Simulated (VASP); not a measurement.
Crystal: In.

```
In
1.0
    -1.62547    1.62547    2.47370
     1.62547   -1.62547    2.47370
     1.62547    1.62547   -2.47370
In
1
Direct
  0.00000 0.00000 0.00000
```

* Program: VASP 6.6.1
* Task: relaxation of cell and atoms
* Functional: LDA
* Potentials or basis: VASP PAW LDA potentials, release 64 (In_d)
* Cutoff: 600 eV
* k mesh: 20 × 20 × 20
* Occupations: methfessel-paxton, width 0.1 eV
* Spin: no spin polarisation

At the start: pressure -2.5 GPa; volume 26.14 Å³/atom.

Problem. How do energy, volume and symmetry change on relaxing?

Solution. Over 7 steps the energy falls by 12.0 meV/atom and the volume is 24.67 Å³/atom (-5.6 %); space group I4/mmm (No. 139, to 0.05 Å).

Step by step:
```tsv
step	energy change (eV)	largest force (eV/Å)	pressure (GPa)	volume (Å³)
1	0.0000	0.0000	-2.47	26.14
2	-0.0117	0.0000	0.14	24.65
3	-0.0117	0.0000	-0.02	24.72
4	-0.0117	0.0000	0.05	24.69
5	-0.0117	0.0000	0.03	24.69
6	-0.0119	0.0000	0.04	24.68
7	-0.0120	0.0000	0.03	24.67
```

Final structure:
```yaml
crystal:
  lattice:
    - [-1.60587, 1.60587, 2.39170]
    - [1.60587, -1.60587, 2.39170]
    - [1.60587, 1.60587, -2.39170]
  atoms:
    - { symbol: In, position: [0.00000, 0.00000, 0.00000] }
```
